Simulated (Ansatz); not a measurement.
BeS: H interstitial

Computed with Ansatz 0.2.0, DFT PBE, scalar-relativistic, plane waves, PAW. Run with 420 eV cutoff, 2×2×2 k-mesh, shifted by half a step, Gaussian smearing of 0.01 eV, collinear spin in charge 0 alone.

Host crystal, relaxed:

```yaml
crystal:
  lattice:
    - [0.00000, 2.43806, 2.43806]
    - [2.43806, 0.00000, 2.43806]
    - [2.43806, 2.43806, 0.00000]
  atoms:
    - { symbol: Be, position: [0.00000, 0.00000, 0.00000] }
    - { symbol: S, position: [0.75000, 0.75000, 0.75000] }
```

Supercell of 32 atoms, rows in host cell vectors: 1 1 1; 1 1 -3; -3 1 1. Atoms relax at the host's cell, keeping the symmetry that the supercell leaves at the site. The cell is small, so energies carry finite-size errors of tenths of an eV. The host's Kohn–Sham gap is 3.15 eV.

Defect: H interstitial at (0.500, 0.500, 0.500) of the host cell, charge -1.

Question: Give the relaxed supercell.

Answer:
```xyz
33
Lattice="4.8761 4.8761 4.8761 -4.8761 -4.8761 4.8761 4.8761 -4.8761 -4.8761" Properties=species:S:1:pos:R:3 pbc="T T T"
Be    2.4381    2.4381    4.7996
Be    0.0459    0.0459    0.0459
Be    4.8761   -2.4381    2.4381
Be    2.4381   -4.8761   -2.4381
Be    4.9527   -2.4381   -2.4381
Be   -2.4381   -2.4381    4.9527
Be   -0.0459   -0.0459    4.9220
Be    4.7996    2.4381    2.4381
Be    2.4381   -2.4381    4.8761
Be   -0.0459   -4.8302   -0.0459
Be    2.4381   -2.4381    0.0000
Be    4.9220   -0.0459   -0.0459
Be    2.4381   -4.9527    2.4381
Be   -2.4381   -4.8761    2.4381
Be    0.0000   -2.4381    2.4381
Be    2.4381    0.0766    2.4381
S     6.1143   -1.2382    1.2084
S     3.6677   -3.6379   -3.6379
S     3.6379   -1.2084    3.6379
S     1.2084   -3.6379   -1.2382
S     3.6677   -1.2382   -1.2382
S     1.1521   -6.0282    1.1521
S     3.6379   -3.6677    1.2382
S     3.7240    3.7240    3.7240
S     1.2084   -1.2382    6.1143
S    -1.2382   -3.6379    1.2084
S     1.2382   -1.2084    1.2382
S     3.7240    1.1521    1.1521
S     1.2382   -3.6677    3.6379
S    -3.6379   -3.6379    3.6677
S    -1.2382   -1.2382    3.6677
S     1.1521    1.1521    3.7240
H     2.4381    2.4381    2.4381
```
Around the defect: 4 S at 2.23 Å, 6 Be at 2.36 Å. The run ended with a moment of 0.00 μB (no spin polarisation).